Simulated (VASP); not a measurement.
SiC:

```
Si C
1.0
     3.07874    0.00000    0.00000
     0.00000    4.35399    0.00000
     0.00000    0.00000    3.13612
Si C
2 2
Cartesian
  0.0000 0.0000 0.0000
  1.5394 2.1770 1.5681
  0.0000 1.0885 1.5681
  1.5394 3.2655 3.1361
```

The cell was built by a generator and isn't the measured one.

Program: VASP 6.6.1. Alike in all runs: potentials or basis VASP PAW PBE potentials, release 64 (Si, C); cell as given; cutoff (eV) 520; smearing gaussian 0.02 eV. Hardware: 4 MPI ranks on Intel(R) Xeon(R) 6975P-C (Granite Rapids) (shared host).

**Question.** Order these runs on this cell by their wall time, lowest first.
A. task electrostatic potential; level PBE; spin off; k mesh 8 × 6 × 8
B. task band structure; level HSE06; spin off; k mesh 7 × 5 × 7; grid for exact exchange (PRECFOCK) Fast; screening parameter 0.2 1/A
C. task band structure; level PBE; spin non-collinear, zero start, SOC; k mesh 8 × 6 × 8

**Answer.** A (4.7 s), C (34 s), B (560 s).
